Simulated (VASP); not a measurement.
# Mg2Ge (Fm-3m) in VASP: a series of runs, part 2 of 2

VASP 6.6.1. The steps go on from the part before.

**3. Electrostatic potential, PBEsol**

This run uses another cell than the first one, of 21.44 Å³/atom, 0.995 times its volume.

INCAR reads:

```
SYSTEM = Mg2Ge
  ALGO = Fast
  EDIFF = 1E-6
  ENCUT = 520
  GGA = PS
  ISIF = 2
  ISMEAR = 0
  LASPH = .TRUE.
  LCHARG = .TRUE.
  LREAL = .FALSE.
  LVHAR = .TRUE.
  LWAVE = .FALSE.
  NELM = 80
  PREC = Accurate
  SIGMA = 0.02
```

KPOINTS reads:

```
k-points
0
G
  10 10 10
  0 0 0
```

POSCAR reads:

```
Mg2Ge                                   
1.0
   -0.0000000000      3.1799421627      3.1799421627
    3.1799421627      0.0000000000      3.1799421627
    3.1799421627      3.1799421627     -0.0000000000
  Ge              Mg            
     1     2
Direct
     1.0000000000000000    0.0000000000000000    1.0000000000000000
     0.2500000000000000    0.2500000000000000    0.2500000000000000
     0.7500000000000000    0.7500000000000000    0.7500000000000000
```

Potentials or basis: VASP PAW PBE potentials, release 64 (Ge_d, Mg).

Started as:

```bash
$ cat potpaw_PBE.64/Ge_d/POTCAR potpaw_PBE.64/Mg/POTCAR > POTCAR
$ mpirun -np 1 vasp_std > vasp.out
```

OUTCAR:

```text
SYSTEM = Mg2Ge
   EDIFF = 1E-6
   ENCUT = 520
   GGA = PS
   ISIF = 2
   ISMEAR = 0
   LASPH = .TRUE.
   LREAL = .FALSE.
   NELM = 80
   PREC = Accurate

 ion  position               nearest neighbor table
   1  0.000  0.000  0.000-   3 2.75   3 2.75   3 2.75   2 2.75   3 2.75   2 2.75   2 2.75   2 2.75

   2  0.250  0.250  0.250-   1 2.75   1 2.75   1 2.75   1 2.75   3 3.18   3 3.18   3 3.18   3 3.18
                             3 3.18   3 3.18
   3  0.750  0.750  0.750-   1 2.75   1 2.75   1 2.75   1 2.75   2 3.18   2 3.18   2 3.18   2 3.18
                             2 3.18   2 3.18

  LATTYP: Found a face centered cubic cell.
 ALAT       =     6.3598843254

  Lattice vectors:

 A1 = (   0.0000000000,   3.1799421627,   3.1799421627)
 A2 = (   3.1799421627,   0.0000000000,   3.1799421627)
 A3 = (   3.1799421627,   3.1799421627,   0.0000000000)

Analysis of symmetry for initial positions (statically):
=====================================================================
 Subroutine PRICEL returns:
 Original cell was already a primitive cell.

 Routine SETGRP: Setting up the symmetry group for a
[... 188 lines left out ...]
      7       3.5061      1.99498
      8       3.5062      1.99498
      9       3.5062      1.99498
     10       4.5549      0.00000
     11       6.3543      0.00000
     12       6.3543      0.00000
     13       6.3543      0.00000
[... 354 lines left out ...]
  band No.  band energies     occupation
      1     -20.1289      2.00000
      2     -20.1263      2.00000
      3     -20.1263      2.00000
      4     -20.1098      2.00000
      5     -20.1083      2.00000
      6      -5.0674      2.00000
      7      -0.2997      2.00000
      8       1.4297      2.00000
      9       1.7994      2.00000
     10       4.3223      0.00000
     11       4.9339      0.00000
     12       9.1109      0.00000
     13       9.3920      0.00000

 [... further k-points ...]

------------------------ aborting loop because EDIFF is reached ----------------------------------------

  FORCE on cell =-STRESS in cart. coord.  units (eV):
  Direction    XX          YY          ZZ          XY          YZ          ZX
  --------------------------------------------------------------------------------------
  -------------------------------------------------------------------------------------
  Total       -0.0012480     -0.0012480     -0.0012480     -0.0000000     -0.0000000      0.0000000
  in kB       -0.0310924     -0.0310924     -0.0310924     -0.0000000     -0.0000000      0.0000000
  external PRESSURE =      -0.0310924 kB  Pullay stress =       0.0000000 kB

 VOLUME and BASIS-vectors are now :
 -----------------------------------------------------------------------------
  energy-cutoff  :      520.00
  volume of cell :       64.31
      direct lattice vectors                 reciprocal lattice vectors
     0.000000000  3.179942163  3.179942163    -0.157235564  0.157235564  0.157235564
     3.179942163  0.000000000  3.179942163     0.157235564 -0.157235564  0.157235564
     3.179942163  3.179942163  0.000000000     0.157235564  0.157235564 -0.157235564

 POSITION                                       TOTAL-FORCE (eV/Angst)
 -----------------------------------------------------------------------------------
      0.00000      0.00000      0.00000        -0.000000     -0.000000     -0.000000
      1.58997      1.58997      1.58997        -0.000000     -0.000000     -0.000000
      4.76991      4.76991      4.76991         0.000000      0.000000      0.000000
 -----------------------------------------------------------------------------------
    total drift:                               -0.000000      0.000000      0.000000

  FREE ENERGIE OF THE ION-ELECTRON SYSTEM (eV)
  ---------------------------------------------------
  free  energy   TOTEN  =        -9.2452961798 eV

  energy  without entropy=       -9.2452948576  energy(sigma->0) =       -9.24529552
```

stdout:

```text
POSCAR found type information on POSCAR GeMg
 POSCAR found :  2 types and       3 ions
 scaLAPACK will be used
 -----------------------------------------------------------------------------
|                                                                             |
|                                                                             |
|     You enforced a specific xc type in the INCAR file but a different       |
|     I HOPE YOU KNOW WHAT YOU ARE DOING!                                     |
|                                                                             |
 -----------------------------------------------------------------------------

 LDA part: xc-table for (Slater+PW92), standard interpolation
 POSCAR, INCAR and KPOINTS ok, starting setup
 FFT: planning ... GRIDC
 FFT: planning ... GRID_SOFT
 FFT: planning ... GRID
 WAVECAR not read
 entering main loop
WARNING in EDDRMM: call to ZHEGV failed, returncode =   8  4     12
```

Wall time 21 s (1 thread of Intel Xeon 6975P-C (Granite Rapids), shared host); peak memory 0.22 GiB.

Results:

```yaml
Free_energy: -9.2453 eV
Pressure: 0.0 GPa
Band_gap_on_the_k_mesh: 0.08 eV, indirect (least direct gap 1.05 eV)
```

Caveat: the PAW data sets were made with another functional, which shifts forces and pressure a little. A k mesh can miss the band edges.
